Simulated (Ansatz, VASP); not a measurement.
One calculation of Sn, two programs

INCAR

```
ALGO     = Normal         # electronic algorithm
EDIFF    = 1E-7           # SCF threshold, eV
ENCUT    = 520            # plane-wave cutoff, eV
GGA      = PS             # functional
ISIF     = 2              # what is computed and relaxed
ISMEAR   = -1             # smearing method
LASPH    = True           # aspherical terms in the spheres
LCHARG   = False          # write CHGCAR
LREAL    = False          # projectors in reciprocal space
LWAVE    = False          # write WAVECAR
NBANDS   = 13             # bands
NELM     = 60             # most SCF steps
PREC     = Accurate       # precision mode
SIGMA    = 0.1            # smearing width, eV
```

Contents of KPOINTS:

```
k-points
0
Gamma
  14 14 14
```

The input POSCAR:

```
Sn
1.0
    2.4851496351      0.0000000000      0.0000000000
    0.0000000000      2.4851496351      0.0000000000
    0.0000000000      0.0000000000      2.4851496351
Sn
1
Direct
    0.0000000000      0.0000000000      0.0000000000
```

Input for Ansatz:

```yaml
crystal:
  lattice:
    - [2.4851496351, 0.0, 0.0]
    - [0.0, 2.4851496351, 0.0]
    - [0.0, 0.0, 2.4851496351]
  atoms:
    - { symbol: Sn, position: [0.0, 0.0, 0.0] }
kpoints:
  mp_grid: { grid: [14, 14, 14] }
  band_path:
    path:
      - [0.0, 0.0, 0.0]
      - [0.0, 0.5, 0.0]
      - [0.5, 0.5, 0.0]
      - [0.0, 0.0, 0.0]
      - [0.5, 0.5, 0.5]
      - [0.0, 0.5, 0.0]
      - [0.5, 0.5, 0.5]
      - [0.5, 0.5, 0.0]
    npoints: 8
scf:
  occupations: { method: fermi_dirac, width: 0.1 }
hamiltonian:
  xc: pbesol
  pseudopotentials: { kind: paw }
output:
  forces: true
  stress: true
  eigenvalues: true
  populations: true
  dos: { projected: true, de: 0.2, e_range: [-14, 8] }
```

Change from the starting cell: volume scaled by 0.55, PAW files.

Alike in both runs: task single point; functional PBEsol; k mesh 14 × 14 × 14; occupations fermi-dirac, width 0.1 eV; no spin polarisation.

```csv
,VASP,Ansatz
version,VASP 6.6.1,Ansatz 0.2.0
potentials or method,"VASP PAW PBE potentials, release 64 (Sn_d)","PAW with Ansatz's default frozen-core files, scalar-relativistic"
plane-wave cutoff (eV),520,420
valence electrons in the cell,14,14
```

```tsv
	VASP	Ansatz	Ansatz less VASP
pressure (GPa)	138.0	137.6	-0.38
```

Caveats: the cell as given lies far from equilibrium; so large a pressure means that the cell lies far from this level's equilibrium, or that cutoff or potentials fall short (VASP); the potentials were made for another functional, which shifts forces and pressure (VASP).
